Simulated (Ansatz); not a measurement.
The system is P.

```
CELL_PARAMETERS angstrom
1.64774 -5.46504 0.00000
1.64774 5.46504 0.00000
0.00000 0.00000 4.54364
ATOMIC_POSITIONS crystal
P 0.90414 0.09586 0.58882
P 0.09586 0.90414 0.41118
P 0.59586 0.40414 0.08882
P 0.40414 0.59586 0.91118
```

Base run:

* Program: Ansatz 0.2.0
* Functional: RPBE
* Potentials or basis: Ansatz PAW
* Cutoff: 420 eV
* Density cutoff: 1680 eV
* k mesh: 8 × 8 × 6
* Occupations: fermi-dirac, width 0.05 eV
* Spin: no spin polarisation

Its results: band gap on the k mesh 0.16 eV, direct; pressure 3.8 GPa; largest force 0.360 eV/Å.

The run is repeated on the same cell with these changes: functional from RPBE to revPBE. What comes out?

Band gap on the k mesh 0.14 eV, direct; pressure 3.3 GPa; largest force 0.355 eV/Å.

Caveats: the potentials were made for another functional, which shifts forces and pressure; the PAW data sets come from PBE, with cores solved anew for the run's functional, which leaves a small shift of forces and pressure.

Not every run made on this cell is shown here.
